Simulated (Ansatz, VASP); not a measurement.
KI: VASP beside Ansatz

```xyz
2
Lattice="0.0000 3.5328 3.5328 3.5328 0.0000 3.5328 3.5328 3.5328 0.0000" Properties=species:S:1:pos:R:3 pbc="T T T"
I     3.5328    3.5328    3.5328
K     0.0000    0.0000    0.0000
```

Alike in both runs: task relaxation of cell and atoms; functional RPBE; k mesh 7 × 7 × 7; occupations fermi-dirac, width 0.05 eV; no spin polarisation.

|  | VASP | Ansatz |
| --- | --- | --- |
| version | VASP 6.6.1 | Ansatz 0.2.0 |
| potentials or method | VASP PAW PBE potentials, release 64 (I, K_sv) | Ansatz PAW |
| plane-wave cutoff (eV) | 600 | 420 |
| valence electrons in the cell | 16 | 26 |

|  | VASP | Ansatz | Ansatz less VASP |
| --- | --- | --- | --- |
| gap on the k mesh at the Fermi level, each at its own relaxed structure (eV) | 3.94 | 3.95 | +0.005 |
| relaxed volume (Å³/atom) | 51.19 | 51.06 | -0.129 |
| relaxed cell length with the largest relative difference (Å) | 5.251 | 5.247 | -0.0044 |
| energy change over the relaxation (meV/atom) | -35 | -34 | +0.9 |

The two sets of potentials don't hold the same shells in valence.

Caveats: the volume moved by over 15 % at a fixed basis, so the end points are rough; spin-orbit coupling is left out, which moves the levels of the heavy elements; the PAW data sets were made with another functional, which shifts forces and pressure a little (VASP); an odd mesh through Γ misses points on the zone boundary, where band edges often lie (VASP); odd divisions of the mesh miss points on the zone boundary, where band edges often lie, so the gap on the mesh can be too wide (Ansatz); the plane-wave basis is chosen anew once the cell has moved, so the energies of steps on either side of that aren't comparable (Ansatz); the PAW data sets come from PBE, with cores solved anew for the run's functional, which leaves a small shift of forces and pressure (Ansatz). A hybrid or GW would open this gap; RPBE tends to underestimate it.
